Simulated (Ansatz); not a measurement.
**SrO (rocksalt) under strain**

Rocksalt SrO, relaxed with r2SCAN in the plane-wave code Ansatz. Space group Fm-3m (No. 225), cubic; conventional cell a = 5.160 Å, 17.17 Å³ an atom. Sr is surrounded by 6 O at 2.58 Å; O is surrounded by 6 Sr at 2.58 Å.

The axes x, y and z are those of this cell:
```
CELL_PARAMETERS angstrom
0.00000 2.57989 2.57989
2.57989 0.00000 2.57989
2.57989 2.57989 0.00000
ATOMIC_POSITIONS crystal
Sr 0.00000 0.00000 0.00000
O 0.50000 0.50000 0.50000
```

Unstrained: With PBE the valence top lies at Γ and the conduction bottom at X, 3.318 eV higher; the smallest vertical gap, at X, is 3.403 eV. r2SCAN gives an indirect gap of 3.799 eV, from Γ to X; the least direct gap is 3.880 eV at X. With HSE06 the valence top lies at Γ and the conduction bottom at X, 4.794 eV higher; the smallest vertical gap, at X, is 4.890 eV. Meshes: PBE 8×8×8, r2SCAN 8×8×8, HSE06 6×6×6. Strains are changes of length per length, and xy shears are angles. After each strain the atoms were relaxed again with r2SCAN within the symmetry that the strain leaves, so tilts or polar shifts that break it weren't tested; points keep the names that they have in the unstrained zone. (Simulation; spin polarisation is off.)

Changes of the least gap in eV (an overlap counts as a negative gap):

| strain | volume change (%) | space group | PBE | r2SCAN | HSE06 | energy rise, r2SCAN (meV/atom) |
| --- | --- | --- | --- | --- | --- | --- |
| isotropic -4.0 % on every length | -11.5 | Fm-3m | -0.111 | -0.111 | -0.077 | 83.3 |
| xy shear, engineering strain (angle) +0.5 % | 0.0 | Immm | -0.006 | -0.005 | -0.005 | 0.1 |
| isotropic +3.0 % on every length | +9.3 | Fm-3m | +0.016 | +0.015 | -0.040 | 36.7 |
| uniaxial -4.0 % along [111] | -4.0 | R-3m | -0.085 | -0.083 | -0.074 | 14.5 |
| epitaxial -5.0 % in the xy plane, free normal strain +2.99 % | -7.1 | I4/mmm | -0.250 | -0.263 | -0.214 | 68.6 |

Isotropic -4.0 % on every length. HSE06: the gap goes from 4.794 to 4.717 eV (-0.077 eV); it turns from indirect (Γ → X) to direct (X). Stress change with r2SCAN, compression positive: xx +15.08, yy +15.08, zz +15.08 GPa.

Xy shear, engineering strain (angle) +0.5 %. HSE06: the gap goes from 4.794 to 4.789 eV (-0.005 eV); with r2SCAN the top three valence levels at Γ, degenerate before, become 1+1+1 from the top over 11 meV. Stress change with r2SCAN, compression positive: xx 0.00, yy 0.00, zz 0.00, xy -0.28 GPa.

Isotropic +3.0 % on every length. HSE06: the gap goes from 4.794 to 4.754 eV (-0.040 eV); it turns from indirect (Γ → X) to direct (Γ). Stress change with r2SCAN, compression positive: xx -6.81, yy -6.81, zz -6.81 GPa.

Uniaxial -4.0 % along [111], other directions held. HSE06: the gap goes from 4.794 to 4.720 eV (-0.074 eV); with r2SCAN the top three valence levels at Γ, degenerate before, become 1+2 from the top over 81 meV. Stress change with r2SCAN, compression positive: xx +4.09, yy +4.09, zz +4.09, xy +1.36, xz +1.36, yz +1.36 GPa.

Epitaxial -5.0 % in the xy plane, free normal strain +2.99 %. HSE06: the gap goes from 4.794 to 4.580 eV (-0.214 eV); it turns from indirect (Γ → X) to direct (X); with r2SCAN the top three valence levels at Γ, degenerate before, become 2+1 from the top over 305 meV. Stress change with r2SCAN, compression positive: xx +14.53, yy +14.53, zz 0.00 GPa.

The meshes of the hybrids are coarse, so their gaps aren't converged to the digits shown.

The splittings at Γ are without spin-orbit coupling, which regroups them where it is of like size or larger.
